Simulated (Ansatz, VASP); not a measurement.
Os in VASP and in Ansatz

```
Os
1.0
     2.66506    0.00000    0.00000
    -1.33253    2.30801    0.00000
     0.00000    0.00000    2.56664
Os
1
Direct
  0.00000 0.00000 0.00000
```

Alike in both runs: functional PBE; k mesh 24 × 24 × 22; occupations gaussian, width 0.1 eV; no spin polarisation.

Ansatz relaxed the structure, and its values are those at the end. VASP's run is a single point on that final structure, the one shown.

```csv
,VASP,Ansatz
version,VASP 6.6.1,Ansatz 0.2.0
potentials or method,"VASP PAW PBE potentials, release 64 (Os)","scalar-relativistic, plane waves, PAW"
plane-wave cutoff (eV),520,420
valence electrons in the cell,8,16
```

|  | VASP | Ansatz | Ansatz less VASP |
| --- | --- | --- | --- |
| gap on the k mesh at the Fermi level (eV) | none | none | - |
| pressure (GPa) | -0.2 | 0.0 | +0.17 |

A gap of «none» marks a metal or a gap that the smearing closes. The functional is the same, so the differences come from potentials, cutoffs and numerics. The two sets of potentials don't hold the same shells in valence.

Spin-orbit coupling is left out, which matters for the levels of Os.
